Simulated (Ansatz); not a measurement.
# InAs (rock salt): the cost of one run

Program: Ansatz 0.2.0. Level of theory: DFT LDA, scalar-relativistic, plane waves, PAW. These are calculated values, not measurements.

### 1 Starting point

The structure is cubic, space group Fm-3m (No. 225). The conventional cell has a = 5.743 Å, b = 5.743 Å, c = 5.743 Å, α = 90.00°, β = 90.00°, γ = 90.00°. Around In (site symmetry m-3m) lie 6 As at 2.87 Å. As (site symmetry m-3m) has 6 In at 2.87 Å as nearest neighbours.

Coordinates:

```cif
data_structure
_symmetry_space_group_name_H-M 'P 1'
_symmetry_Int_Tables_number 1
_cell_length_a 4.0607
_cell_length_b 4.0607
_cell_length_c 4.0607
_cell_angle_alpha 60.000
_cell_angle_beta 60.000
_cell_angle_gamma 60.000
_cell_volume 47.35
loop_
_atom_site_label
_atom_site_type_symbol
_atom_site_fract_x
_atom_site_fract_y
_atom_site_fract_z
_atom_site_occupancy
In1 In 0.00000 0.00000 0.00000 1
As1 As 0.50000 0.50000 0.50000 1
```

### 2 Volume × 1.05

Contents of input.yaml:

```yaml
crystal:
  lattice:
    - [0.0, 2.871319708, 2.871319708]
    - [2.871319708, 0.0, 2.871319708]
    - [2.871319708, 2.871319708, 0.0]
  atoms:
    - { symbol: In, position: [0.0, 0.0, 0.0] }
    - { symbol: As, position: [0.5, 0.5, 0.5] }
scf:
  occupations: { method: gaussian, width: 0.1 }
output:
  forces: true
  stress: true
  eigenvalues: true
  write_density: true
  write_potential: true
  elf: true
  volumetric_format: npy
hamiltonian:
  xc: lda
basis:
  ecutwfc: 500
kpoints:
  mp_grid: { grid: [20, 20, 20] }
```

Command:

```sh
$ ansatz run input.yaml --threads 1 --pin off --max-ram 2867MiB --backend cpu --events-out ev --progress --plain --runs-dir out
```

Q: Estimate wall time and peak memory on 1 thread of Intel Xeon at 2.30GHz, shared host.

About 19 s, with a peak of 0.55 GiB.
